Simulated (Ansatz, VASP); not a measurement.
Pb: VASP beside Ansatz

```
Pb
1.0
     3.30926    0.00000    0.00000
    -1.65463    2.86590    0.00000
     0.00000    0.00000    3.15237
Pb
1
Direct
  0.00000 0.00000 0.00000
```

Alike in both runs: functional PBE; k mesh 13 × 13 × 12; occupations fermi-dirac, width 0.1 eV; no spin polarisation.

Ansatz relaxed the structure, and its values are those at the end. VASP's run is a single point on that final structure, the one shown.

```csv
,VASP,Ansatz
version,VASP 6.6.1,Ansatz 0.2.0
potentials or method,"VASP PAW PBE potentials, release 64 (Pb_d), cutoff 520 eV","all-electron LAPW, scalar-relativistic"
```

VASP gave:

```
pressure (GPa) : 4.8
```

Which values does Ansatz return?

Pressure (GPa): 4.9.

Ansatz ran all-electron here, so the differences hold the error of VASP's frozen core and of both bases.

The runs have no spin-orbit coupling, so splittings on Pb are missing.
